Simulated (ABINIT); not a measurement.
InPd:

```
CELL_PARAMETERS angstrom
3.27188 0.00000 0.00000
0.00000 3.27188 0.00000
0.00000 0.00000 3.27188
ATOMIC_POSITIONS crystal
In 0.00000 0.00000 0.00000
Pd 0.50000 0.50000 0.50000
```

The cell comes from a database or a generator and needn't be the stable form of this composition.

```yaml
Program: ABINIT 10.8.3 (patched build)
Task: relaxation of cell and atoms
Functional: PBEsol
Potentials_or_basis: JTH PAW PBE v2.0
Cutoff: 599 eV
k_mesh: 6 × 6 × 6
Occupations: fermi-dirac, width 0.05 eV
Spin: no spin polarisation
```

At the start: pressure -2.7 GPa; volume 17.51 Å³/atom.

Problem. How do energy, volume and symmetry change on relaxing?

Solution. Over 4 steps the energy falls by 3.1 meV/atom and the volume is 17.15 Å³/atom (-2.1 %); space group Pm-3m (No. 221, to 0.05 Å).

Step by step:
```
step  energy change (eV)  largest force (eV/Å)  pressure (GPa)  volume (Å³)
   1              0.0000                0.0000           -2.66        35.03
   2             -0.0038                0.0000           -1.67        34.74
   3             -0.0061                0.0000            0.12        34.27
   4             -0.0061                0.0000            0.00        34.30
```

Final structure:
```yaml
crystal:
  lattice:
    - [3.24922, 0.00000, 0.00000]
    - [0.00000, 3.24922, 0.00000]
    - [0.00000, 0.00000, 3.24922]
  atoms:
    - { symbol: In, position: [0.00000, 0.00000, 0.00000] }
    - { symbol: Pd, position: [0.50000, 0.50000, 0.50000] }
```

Caveat: the PAW data sets were made with another functional, which shifts forces and pressure a little.
